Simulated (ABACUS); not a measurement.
Runs of ABACUS 3.10.1 on TiC. Symmetry: Fm-3m, No. 225, cubic system. The conventional cell has a = 4.331 Å, b = 4.331 Å, c = 4.331 Å, α = 90.00°, β = 90.00°, γ = 90.00°. Ti (site symmetry m-3m) is surrounded by 6 C at 2.17 Å. Around C (site symmetry m-3m) lie 6 Ti at 2.17 Å. The cell is a database's computed one.

| task | potentials or basis | cell | cutoff (eV) | SCF threshold on the density | eigensolver | gap on the mesh (eV) | pressure (GPa) | V0 of scaled cells (Å³/atom) | B0 (GPa) |
| --- | --- | --- | --- | --- | --- | --- | --- | --- | --- |
| equation of state | PseudoDojo NC SR 0.4.1 PBE standard, plane waves | as given | 1143 | 1e-08 | dav | - | - | 10.17 | (a) |
| single point | PseudoDojo NC SR 0.4.1 PBE standard, plane waves | as given | 1143 | 1e-08 | dav | none | 0.3 | - | - |
| single point | PseudoDojo NC SR 0.4.1 PBE standard, DZP LCAO (the cutoffs set its grid) | as given | 1361 | 1e-07 | genelpa | none | 1.2 | - | - |
| single point | PseudoDojo NC SR 0.4.1 PBE standard, plane waves | atoms moved at random, drawn with an rms of 0.05 Å | 1143 | 1e-08 | dav | none | 0.8 | - | - |
| equation of state | PseudoDojo NC SR 0.4.1 PBE standard, DZP LCAO (the cutoffs set its grid) | as given | 1361 | 1e-07 | genelpa | - | - | (b) | 250 |

Alike in all rows: level PBE; no spin polarisation; k mesh 11 × 11 × 11; smearing fermi-dirac 0.05 eV.

Task: Estimate the missing entries.

Result: (a) 251; (b) 10.21.

Caveats: the atomic orbitals were generated for these runs and aren't a published set (some runs); the basis of atomic orbitals isn't converged, which shifts pressures, moduli and gaps (some runs).

A gap of «none» marks a metal or a gap under the smearing width.
